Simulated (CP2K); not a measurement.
Wanted: the native input for a CP2K 2026.2 run.

```
Task                                : single point
Functional                          : PBE
Potentials or basis                 : POTENTIAL_UZH Co GTH-PBE-q17; DZVP-MOLOPT-PBE-GTH basis
Density cutoff                      : 11565 eV
k mesh                              : 9 × 9 × 5
Occupations                         : fermi-dirac, width 0.05 eV
Spin                                : no spin polarisation
SCF solver                          : diagonalisation with k points
Quickstep method                    : GPW
EPS_DEFAULT                         : 1.0E-10
EPS_SCF                             : 1.0E-6
MAX_SCF                             : 100
SCF_GUESS                           : ATOMIC
k points reduced by the point group : yes
Mesh centred on Gamma               : yes
CHOLESKY                            : OFF
EPS_EIGVAL                          : 1.0E-7
MIXING METHOD                       : BROYDEN_MIXING
MIXING ALPHA                        : 0.4
NBUFFER                             : 8
NGRIDS                              : 5
Basis sets                          : Co DZVP-MOLOPT-PBE-GTH-q17
Potentials                          : Co GTH-PBE-q17 of POTENTIAL_UZH
ADDED_MOS                           : [26]
REL_CUTOFF (Ry)                     : 60 Ry
MIXING BETA (1/bohr)                : 1.5 1/bohr
CUTOFF of the grids                 : 850 Ry
```

The system is Co.

```
Co
1.0
     4.94400    0.00000    0.00000
    -1.23600    2.14081    0.00000
     0.00000    0.00000    4.02114
Co
4
Direct
  0.33333 0.33333 0.75000
  0.83333 0.33333 0.75000
  0.16667 0.66667 0.25000
  0.66667 0.66667 0.25000
```

These files were run (other wordings do the same):

co_scf.inp

```
&GLOBAL
  PROJECT co_scf
  RUN_TYPE ENERGY_FORCE
  PRINT_LEVEL LOW
&END GLOBAL
&FORCE_EVAL
  METHOD QS
  STRESS_TENSOR ANALYTICAL
  &DFT
    BASIS_SET_FILE_NAME BASIS_MOLOPT_UZH
    POTENTIAL_FILE_NAME POTENTIAL_UZH
    &MGRID
      CUTOFF 850
      REL_CUTOFF 60
      NGRIDS 5
    &END MGRID
    &QS
      METHOD GPW
      EPS_DEFAULT 1.0E-10
    &END QS
    &KPOINTS
      SCHEME MONKHORST-PACK 9 9 5
      GAMMA_CENTERED T
      SYMMETRY T
      SYMMETRY_BACKEND SPGLIB
    &END KPOINTS
    &SCF
      SCF_GUESS ATOMIC
      EPS_SCF 1.0E-6
      MAX_SCF 100
      ADDED_MOS 26
      CHOLESKY OFF
      EPS_EIGVAL 1.0E-7
      &DIAGONALIZATION ON
        ALGORITHM STANDARD
      &END DIAGONALIZATION
      &MIXING ON
        METHOD BROYDEN_MIXING
        ALPHA 0.4
        BETA 1.5
        NBUFFER 8
      &END MIXING
      &SMEAR ON
        METHOD FERMI_DIRAC
        ELECTRONIC_TEMPERATURE [K] 580.226
      &END SMEAR
    &END SCF
    &XC
      &XC_FUNCTIONAL PBE
      &END XC_FUNCTIONAL
    &END XC
    &PRINT
      &KPOINTS ON
      &END KPOINTS
      &MULLIKEN ON
      &END MULLIKEN
      &MO ON
        ENERGIES T
        OCCUPATION_NUMBERS T
        &EACH
          QS_SCF 0
        &END EACH
        ADD_LAST NUMERIC
      &END MO
      &LOWDIN ON
      &END LOWDIN
      &HIRSHFELD ON
        SHAPE_FUNCTION DENSITY
      &END HIRSHFELD
    &END PRINT
  &END DFT
  &SUBSYS
    &CELL
      A 4.9439998064 0.0000000000 0.0000000000
      B -1.2359999516 2.1408147143 0.0000000000
      C 0.0000000000 0.0000000000 4.0211440800
      PERIODIC XYZ
    &END CELL
    &COORD
      Co  1.2359999520 0.7136049047 3.0158580600
      Co  3.7079998547 0.7136049047 3.0158580600
      Co  -0.0000000004 1.4272098096 1.0052860200
      Co  2.4719999028 1.4272098096 1.0052860200
    &END COORD
    &KIND Co
      BASIS_SET DZVP-MOLOPT-PBE-GTH-q17
      POTENTIAL GTH-PBE-q17
    &END KIND
    &PRINT
      &ATOMIC_COORDINATES ON
      &END ATOMIC_COORDINATES
      &CELL ON
      &END CELL
    &END PRINT
  &END SUBSYS
  &PRINT
    &FORCES ON
    &END FORCES
    &STRESS_TENSOR ON
    &END STRESS_TENSOR
  &END PRINT
&END FORCE_EVAL
```

Potentials or basis: POTENTIAL_UZH Co GTH-PBE-q17; DZVP-MOLOPT-PBE-GTH basis.

Launch:

```sh
$ OMP_NUM_THREADS=1 cp2k.psmp -i co_scf.inp -o co_scf.out
```

Results of the run:

```
Pressure               : -7.3 GPa
Largest force          : 0.006 eV/Å
Band gap on the k mesh : none (metal or under the smearing width)
```

Caveat: the basis of atomic orbitals isn't converged, which shifts pressures, moduli and gaps; the run has no spin polarisation, though such a crystal can be magnetic.

It took 100 s on 1 thread of Arm Neoverse V2 (shared host), peak memory 0.54 GiB.
